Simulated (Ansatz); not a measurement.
# HfN under changes of volume

One of the cells (11.518 Å³/atom); the others are scaled copies at fixed shape and fractional positions:

```xyz
4
Lattice="3.1339 0.0000 0.0000 -1.5670 2.7140 0.0000 0.0000 0.0000 5.4168" Properties=species:S:1:pos:R:3 pbc="T T T"
Hf    0.0000    1.8094    1.3542
Hf    1.5670    0.9047    4.0626
N     0.0000    0.0000    2.7084
N     0.0000    0.0000    0.0000
```

The cell comes from a database or a generator and needn't be the stable form of this composition.

```yaml
Program: Ansatz 0.2.0
Functional: LDA
Potentials_or_basis: all-electron LAPW, scalar-relativistic
Cutoff: 315 eV (chosen from the basis error)
Basis_error_allowed: 0.002 eV/atom
k_mesh: 10 × 10 × 5
Occupations: fermi-dirac, width 0.05 eV
Spin: no spin polarisation
```

```csv
volume (Å³/atom),energy over the lowest point (meV/atom),pressure (GPa)
10.827,?,?
11.057,0.00,2.7
11.288,0.67,-3.4
11.518,9.59,-8.8
11.749,25.93,-13.7
11.979,48.94,-18.1
12.209,77.92,-22.1
```

What does the run at 10.827 Å³/atom give?

Energy over the lowest point 8.54 meV/atom; pressure 9.4 GPa.

Worked out: A Birch-Murnaghan fit of order 3 (a polynomial in V^(-2/3)) to the other rows has its minimum at 11.15 Å³/atom with B0 = V·E''(V) = 294 GPa and B' = 4.0 at fixed shape and positions, which overstates the stiffness. It gives 8.45 meV/atom at 10.827 Å³/atom, against the run's 8.54, and -dE/dV = 9.3 GPa, against 9.4.

Energies are extrapolated to zero smearing.
